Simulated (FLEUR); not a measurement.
# V (Im-3m) in FLEUR: further runs, part 2 of 2

FLEUR MaX-R8.1 (later development tree). Earlier steps stand in the parts before.

### Step 4. Single point, PBEsol, collinear spin, ferromagnetic start

This run uses another cell than the first one, of 13.89 Å³/atom, 0.909 times its volume.

inp.xml

```xml
<?xml version="1.0" encoding="UTF-8" standalone="no"?>
<fleurInput fleurInputVersion="0.39">
   <comment>
      V                                                                                                   
   </comment>
   <calculationSetup>
      <cutoffs Kmax="4.6" Gmax="14.3" GmaxXC="14.3" numbands="0"/>
      <scfLoop itmax="60" minDistance="0.00001" maxIterBroyd="15" imix="Anderson" alpha="0.05" precondParam="0.0" spinf="2.0" sdNocoIR="T"/>
      <coreElectrons ctail="T" frcor="F" kcrel="0" coretail_lmax="0"/>
      <xcFunctional name="PBEs" relativisticCorrections="F"/>
      <magnetism jspins="2"/>
      <soc l_soc="F" theta="0.0" phi="0.0" spav="F"/>
      <expertModes spex="0" secvar="F"/>
      <geometryOptimization l_f="F" forcealpha="1.0" forcemix="BFGS" epsdisp="0.00001" epsforce="0.00001"/>
      <ldaU l_linMix="F" mixParam="0.05" spinf="1.0"/>
   </calculationSetup>
   <cell>
      <bzIntegration valenceElectrons="13.0" mode="hist" fermiSmearingEnergy="0.00183747">
         <kPointListSelection listName="default-1"/>
         <!-- k-points included here -->
         <xi:include xmlns:xi="http://www.w3.org/2001/XInclude" href="kpts.xml"> </xi:include>
      </bzIntegration>
      <!-- symmetry operations included here -->
      <xi:include xmlns:xi="http://www.w3.org/2001/XInclude" href="sym.xml"> </xi:include>
      <bulkLattice scale="1.0">
         <bravaisMatrix>
            <row-1>   -2.8617067567880099     2.8617067567880099     2.8617067567880099</row-1>
            <row-2>    2.8617067567880099    -2.8617067567880099     2.8617067567880099</row-2>
            <row-3>    2.8617067567880099     2.8617067567880099    -2.8617067567880099</row-3>
         </bravaisMatrix>
      </bulkLattice>
   </cell>
   <atomSpecies>
      <species name="Vanadium (2.000" element="V" atomicNumber="23">
         <mtSphere radius="2.13" gridPoints="761" logIncrement="0.016"/>
         <atomicCutoffs lmax="9" lnonsphr="9"/>
         <electronConfig flipSpins="F">
            <coreConfig>(1s1/2) (2s1/2) (2p1/2) (2p3/2)</coreConfig>
            <valenceConfig>(3s1/2) (3p1/2) (3p3/2) (4s1/2) (3d3/2) (3d5/2)</valenceConfig>
            <stateOccupation state="(3d3/2)" spinUp="0.7" spinDown="0.5"/>
            <stateOccupation state="(3d5/2)" spinUp="1.8" spinDown="0.0"/>
         </electronConfig>
         <energyParameters s="4" p="4" d="3" f="4"/>
         <lo type="SCLO" l="0" n="3" eDeriv="0"/>
         <lo type="SCLO" l="1" n="3" eDeriv="0"/>
         <lo type="SCLO" l="1" n="3" eDeriv="1"/>
         <lo type="SCLO" l="2" n="3" eDeriv="2"/>
         <lo type="SCLO" l="3" n="4" eDeriv="2"/>
      </species>
   </atomSpecies>
   <atomGroups>
      <atomGroup species="Vanadium (2.000">
         <relPos label="                   1">.0000000000 .0000000000 .0000000000</relPos>
         <force calculate="T" relaxXYZ="TTT"/>
      </atomGroup>
   </atomGroups>
   <output dos="F" band="F" slice="F">
      <checks vchk="F" cdinf="F"/>
      <bandDOS minEnergy="-.5*Htr" maxEnergy="0.5*Htr" sigma="0.015" storeEVData="T"/>
      <vacuumDOS vacdos="F" integ="F" star="F" nstars="0" locx1="0.0" locy1="0.0" locx2="0.0" locy2="0.0" nstm="0" tworkf="0.0"/>
      <unfoldingBand unfoldBand="F" supercellX="1" supercellY="1" supercellZ="1"/>
      <plotting iplot="0" polar="F">
         <plot TwoD="T" vec1="  1.0  0.0  0.0" vec2="  0.0  1.0  0.0" vec3="  0.0  0.0  1.0" zero="  0.0  0.0  0.0" file="plot"/>
      </plotting>
      <chargeDensitySlicing numkpt="0" minEigenval="0.0" maxEigenval="0.0" nnne="0" pallst="F"/>
      <specialOutput eonly="F"/>
      <moessbauerParams electricFieldGradient="T" isomerShift="T" coreHyperfine="T" valenceHyperfine="T"/>
      <magneticCircularDichroism mcd="F" energyLo="-10.0" energyUp="0.0"/>
   </output>
  <!-- We include the file relax.xml here to enable relaxations (see documentation) -->
  <xi:include xmlns:xi="http://www.w3.org/2001/XInclude" href="relax.xml"> <xi:fallback/> </xi:include>
</fleurInput>
```

crystal.txt

```
V
&input cartesian=F /
-1.5143500000  1.5143500000  1.5143500000
1.5143500000  -1.5143500000  1.5143500000
1.5143500000  1.5143500000  -1.5143500000
1.8897261246
1.0 1.0 1.0

1
23 0.0000000000  0.0000000000  0.0000000000 : 2.000

&kpt div1=12 div2=12 div3=12 gamma=T /
```

Started as:

```
> inpgen -f crystal.txt -profile fastHighL
> # inp.xml edited to the form shown
> fleur_MPI
```

Wall time 45 s (1 thread of Arm Neoverse V2, shared host); peak memory 0.06 GiB.

The run converged. Its results:

```
Free energy                                           : -25805.2805 eV
Band gap on the k mesh                                : none (metal or under the smearing width)
Net moment                                            : 0.00 μB per cell
Valence electrons inside the program's atomic spheres : V 11.00 (radii V 2.13 bohr)
```

Levels at points of the mesh, in eV from the Fermi level:
Spin up:
```tsv
k point	band 2	band 3	band 4	band 5	band 6	band 7	band 8	band 9	band 10	band 11
(0.00, 0.00, 0.00)	-36.93	-36.93	-36.93	-6.53	0.42	0.42	0.42	2.35	2.35	20.29
(0.00, 0.00, 0.50)	-37.76	-37.19	-36.94	-3.08	-1.07	1.54	2.35	2.69	4.00	9.80
(0.50, 0.50, 0.50)	-37.50	-37.50	-37.50	-2.87	-2.87	3.62	3.62	3.62	9.89	9.89
```
Spin down:
```csv
k point,band 4,band 5,band 6,band 7,band 8,band 9
"(0.00, 0.00, 0.00)",-36.93,-6.53,0.42,0.42,0.42,2.35
"(0.00, 0.00, 0.50)",-36.94,-3.08,-1.07,1.54,2.35,2.69
"(0.50, 0.50, 0.50)",-37.50,-2.87,-2.87,3.62,3.62,3.62
```

Core levels (eV from the Fermi level):
```tsv
atom	levels
1 V	1s1/2 -5350.8, 2s1/2 -595.3, 2p1/2 -501.0, 2p3/2 -493.9
```

### Step 5. Single point, PBEsol, collinear spin, ferromagnetic start

This run uses another cell than the first one, of 13.20 Å³/atom, 0.864 times its volume.

Changes to inp.xml since step 4:

```diff
@@ -26,5 +26,5 @@
          <bravaisMatrix>
-            <row-1>   -2.8617067567880099     2.8617067567880099     2.8617067567880099</row-1>
-            <row-2>    2.8617067567880099    -2.8617067567880099     2.8617067567880099</row-2>
-            <row-3>    2.8617067567880099     2.8617067567880099    -2.8617067567880099</row-3>
+            <row-1>   -2.8131938804382464     2.8131938804382464     2.8131938804382464</row-1>
+            <row-2>    2.8131938804382464    -2.8131938804382464     2.8131938804382464</row-2>
+            <row-3>    2.8131938804382464     2.8131938804382464    -2.8131938804382464</row-3>
          </bravaisMatrix>
@@ -34,3 +34,3 @@
       <species name="Vanadium (2.000" element="V" atomicNumber="23">
-         <mtSphere radius="2.13" gridPoints="761" logIncrement="0.016"/>
+         <mtSphere radius="2.13" gridPoints="747" logIncrement="0.016"/>
          <atomicCutoffs lmax="9" lnonsphr="9"/>
```

crystal.txt

```
V
&input cartesian=F /
-1.4886780914  1.4886780914  1.4886780914
1.4886780914  -1.4886780914  1.4886780914
1.4886780914  1.4886780914  -1.4886780914
1.8897261246
1.0 1.0 1.0

1
23 0.0000000000  0.0000000000  0.0000000000 : 2.000

&kpt div1=12 div2=12 div3=12 gamma=T /
```

Started as:

```
> inpgen -f crystal.txt -profile fastHighL
> # inp.xml edited to the form shown
> fleur_MPI
```

Run time: 42 s. Hardware: 1 thread of Arm Neoverse V2, shared host; peak memory 0.06 GiB.

Results (log left out):

| Item | Value |
| --- | --- |
| Free energy | -25805.3154 eV |
| Band gap on the k mesh | none (metal or under the smearing width) |
| Net moment | 0.00 μB per cell |
| Valence electrons inside the program's atomic spheres | V 11.06 (radii V 2.13 bohr) |

Levels at points of the mesh, in eV from the Fermi level:
Spin up:
| k point | band 3 | band 4 | band 5 | band 6 | band 7 | band 8 | band 9 | band 10 |
| --- | --- | --- | --- | --- | --- | --- | --- | --- |
| (0.00, 0.00, 0.00) | -36.78 | -36.78 | -6.64 | 0.43 | 0.43 | 0.43 | 2.49 | 2.49 |
| (0.00, 0.00, 0.50) | -37.09 | -36.79 | -3.25 | -1.16 | 1.72 | 2.50 | 2.87 | 4.28 |
| (0.50, 0.50, 0.50) | -37.45 | -37.45 | -3.10 | -3.10 | 3.87 | 3.87 | 3.87 | 10.37 |
Spin down:
| k point | band 3 | band 4 | band 5 | band 6 | band 7 | band 8 | band 9 | band 10 |
| --- | --- | --- | --- | --- | --- | --- | --- | --- |
| (0.00, 0.00, 0.00) | -36.78 | -36.78 | -6.64 | 0.43 | 0.43 | 0.43 | 2.49 | 2.49 |
| (0.00, 0.00, 0.50) | -37.09 | -36.79 | -3.25 | -1.16 | 1.72 | 2.50 | 2.87 | 4.28 |
| (0.50, 0.50, 0.50) | -37.45 | -37.45 | -3.10 | -3.10 | 3.87 | 3.87 | 3.87 | 10.37 |

Core levels (eV from the Fermi level):
| atom | levels |
| --- | --- |
| 1 V | 1s1/2 -5350.7, 2s1/2 -595.2, 2p1/2 -500.8, 2p3/2 -493.7 |

### Step 6. Single point, PBEsol, collinear spin, ferromagnetic start

This run uses another cell than the first one, of 12.50 Å³/atom, 0.818 times its volume.

Changes to inp.xml since step 5:

```diff
@@ -26,5 +26,5 @@
          <bravaisMatrix>
-            <row-1>   -2.8131938804382464     2.8131938804382464     2.8131938804382464</row-1>
-            <row-2>    2.8131938804382464    -2.8131938804382464     2.8131938804382464</row-2>
-            <row-3>    2.8131938804382464     2.8131938804382464    -2.8131938804382464</row-3>
+            <row-1>   -2.7629474955754803     2.7629474955754803     2.7629474955754803</row-1>
+            <row-2>    2.7629474955754803    -2.7629474955754803     2.7629474955754803</row-2>
+            <row-3>    2.7629474955754803     2.7629474955754803    -2.7629474955754803</row-3>
          </bravaisMatrix>
@@ -34,3 +34,3 @@
       <species name="Vanadium (2.000" element="V" atomicNumber="23">
-         <mtSphere radius="2.13" gridPoints="747" logIncrement="0.016"/>
+         <mtSphere radius="2.13" gridPoints="735" logIncrement="0.016"/>
          <atomicCutoffs lmax="9" lnonsphr="9"/>
```

crystal.txt

```
V
&input cartesian=F /
-1.4620888496  1.4620888496  1.4620888496
1.4620888496  -1.4620888496  1.4620888496
1.4620888496  1.4620888496  -1.4620888496
1.8897261246
1.0 1.0 1.0

1
23 0.0000000000  0.0000000000  0.0000000000 : 2.000

&kpt div1=12 div2=12 div3=12 gamma=T /
```

Potentials or basis: all-electron, FLAPW.

Started as:

```
> inpgen -f crystal.txt -profile fastHighL
> # inp.xml edited to the form shown
> fleur_MPI
```

Wall time 41 s (1 thread of Arm Neoverse V2, shared host); peak memory 0.06 GiB.

It converged, with:

| Item | Value |
| --- | --- |
| Free energy | -25805.3093 eV |
| Band gap on the k mesh | none (metal or under the smearing width) |
| Net moment | 0.00 μB per cell |
| Valence electrons inside the program's atomic spheres | V 11.13 (radii V 2.13 bohr) |

Levels at points of the mesh, in eV from the Fermi level:
Spin up:
| k point | band 3 | band 4 | band 5 | band 6 | band 7 | band 8 | band 9 | band 10 |
| --- | --- | --- | --- | --- | --- | --- | --- | --- |
| (0.00, 0.00, 0.00) | -36.62 | -36.62 | -6.76 | 0.44 | 0.44 | 0.44 | 2.64 | 2.64 |
| (0.00, 0.00, 0.50) | -36.98 | -36.63 | -3.45 | -1.28 | 1.93 | 2.67 | 3.06 | 4.59 |
| (0.50, 0.50, 0.50) | -37.40 | -37.40 | -3.37 | -3.37 | 4.14 | 4.14 | 4.14 | 10.90 |
Spin down:
```csv
k point,band 3,band 4,band 5,band 6,band 7,band 8,band 9,band 10
"(0.00, 0.00, 0.00)",-36.62,-36.62,-6.76,0.44,0.44,0.44,2.64,2.64
"(0.00, 0.00, 0.50)",-36.98,-36.63,-3.45,-1.28,1.93,2.67,3.06,4.59
"(0.50, 0.50, 0.50)",-37.40,-37.40,-3.37,-3.37,4.14,4.14,4.14,10.90
```

Core levels (eV from the Fermi level):
| atom | levels |
| --- | --- |
| 1 V | 1s1/2 -5350.5, 2s1/2 -595.0, 2p1/2 -500.6, 2p3/2 -493.6 |

### Step 7. Summary

```csv
cell,gap on the mesh (eV),moment (μB)
"Im-3m, 15.28 Å³/atom",none,0.00
"Im-3m, 14.59 Å³/atom",none,0.00
"Im-3m, 13.89 Å³/atom",none,0.00
"Im-3m, 13.2 Å³/atom",none,0.00
"Im-3m, 12.5 Å³/atom",none,0.00
```

Alike in all rows: task single point; level PBEsol; potentials or basis all-electron, FLAPW; spin collinear, ferromagnetic start; k mesh 12 × 12 × 12; smearing fermi-dirac 0.05 eV; kmax 4.6 1/bohr.

Every run on the cell as given and a fine mesh finds a metal.

Compare energies only between runs with the same functional and basis.
